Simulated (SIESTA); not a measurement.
**ZnS (Wurtzite-4H) under changes of volume**

One of the cells (19.805 Å³/atom); the others are scaled copies at fixed shape and fractional positions:

```
Zn S
1.0
     3.82270    0.00000    0.00000
    -1.91135    3.31056    0.00000
     0.00000    0.00000   12.52000
Zn S
4 4
Direct
  0.66667 0.33333 0.75000
  0.33333 0.66667 0.25000
  0.00000 0.00000 0.50000
  0.00000 0.00000 0.00000
  0.66667 0.33333 0.93750
  0.33333 0.66667 0.43750
  0.00000 0.00000 0.68750
  0.00000 0.00000 0.18750
```

* Program: SIESTA 5.4.2
* Functional: LDA
* Potentials or basis: PseudoDojo 0.4 standard (LDA files)
* Basis: DZP (energy shift 0.003 Ry; two zetas on semicore shells)
* Grid cutoff: 800 Ry
* Energy shift: 0.003 Ry
* k mesh: 6 × 6 × 2
* Occupations: fermi-dirac, width 0.05 eV
* Spin: no spin polarisation

| volume (Å³/atom) | energy over the lowest point (meV/atom) | pressure (GPa) | gap on the mesh (eV) | largest force (eV/Å) |
| --- | --- | --- | --- | --- |
| 18.617 | 0.00 | 0.8 | 2.64 | 0.044 |
| 19.013 | 0.20 | -1.0 | 2.51 | 0.037 |
| 19.409 | 4.57 | -2.6 | 2.39 | 0.032 |
| 19.805 | 12.71 | -4.0 | 2.27 | 0.028 |
| 20.202 | ? | ? | ? | ? |
| 20.598 | 38.76 | -6.4 | 2.05 | 0.018 |
| 20.994 | 55.98 | -7.5 | 1.94 | 0.018 |

**Question.** What does the run at 20.202 Å³/atom give?

**Answer.** Energy over the lowest point 24.23 meV/atom; pressure -5.3 GPa; gap on the mesh 2.16 eV; largest force 0.022 eV/Å.

Worked out: A Birch-Murnaghan fit of order 3 (a polynomial in V^(-2/3)) to the other rows has its minimum at 18.80 Å³/atom with B0 = V·E''(V) = 85 GPa and B' = 4.2 at fixed shape and positions, which overstates the stiffness. It gives 24.24 meV/atom at 20.202 Å³/atom, against the run's 24.23, and -dE/dV = -5.3 GPa, against -5.3. A straight line through the other rows of the gap, of slope -5.8 eV per unit of ln V (its deformation potential), gives 2.16 eV, against the run's 2.16.

Energies are extrapolated to zero smearing.

Caveats: short orbitals over semicore shells can move pressures by several GPa; the valence orbitals were made in a potential fitted to the semicore shell under them, which widens gaps by tenths of an eV or more; the basis of atomic orbitals isn't converged, which shifts pressures, moduli and gaps.
